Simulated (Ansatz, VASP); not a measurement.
# Two plane-wave programs on AgCl

INCAR

```
  PREC = Accurate
  ENCUT = 520
  EDIFF = 1E-6
  ISMEAR = 0
  SIGMA = 0.03
  LREAL = False
  LASPH = True
  NELM = 100
  ALGO = Normal
  ISIF = 2
  LWAVE = False
  LCHARG = False
  NBANDS = 16
```

The input KPOINTS:

```
regular mesh
0
Gamma
  10 10 10
```

POSCAR

```
AgCl
1.0
    3.4339730000      0.0000000000      0.0000000000
    0.0000000000      3.4339730000      0.0000000000
    0.0000000000      0.0000000000      3.4339730000
Ag Cl
1 1
Direct
    0.0000000000      0.0000000000      0.0000000000
    0.3252752715      0.5000000000      0.5000000000
```

Input for Ansatz:

```yaml
crystal:
  lattice:
    - [3.433973, 0.0, 0.0]
    - [0.0, 3.433973, 0.0]
    - [0.0, 0.0, 3.433973]
  atoms:
    - { symbol: Ag, position: [0.0, 0.0, 0.0] }
    - { symbol: Cl, position: [0.3252752715, 0.5, 0.5] }
basis:
  ecutwfc: 420
kpoints:
  mp_grid: { grid: [10, 10, 10] }
hamiltonian:
  xc: lda
scf:
  occupations: { method: gaussian, width: 0.03 }
output:
  forces: true
  stress: true
  eigenvalues: true
```

Alike in both runs: task single point; functional LDA; k mesh 10 × 10 × 10; occupations gaussian, width 0.03 eV; no spin polarisation.

```csv
,VASP,Ansatz
version,VASP 6.6.1,Ansatz 0.2.0
potentials or method,"VASP PAW LDA potentials, release 64 (Ag, Cl)","scalar-relativistic, plane waves, PAW"
plane-wave cutoff (eV),520,420
valence electrons in the cell,18,26
```

VASP gave:

| Quantity | Value |
| --- | --- |
| gap on the k mesh at the Fermi level (eV) | 0.30 |
| least direct gap on the mesh (eV) | 1.50 |
| pressure (GPa) | -3.1 |
| largest component of the traceless stress (GPa) | 1.32 |
| rms of the force components (eV/Å) | 0.028 |

Q: What did Ansatz give for the same quantities?

A: gap on the k mesh at the Fermi level (eV): 0.28; least direct gap on the mesh (eV): 1.49; pressure (GPa): -3.1; largest component of the traceless stress (GPa): 1.31; rms of the force components (eV/Å): 0.031.

Atom by atom the forces differ by 0.004 eV/Å (rms over components). The two sets of potentials don't hold the same shells in valence.

A k mesh can miss the band edges.
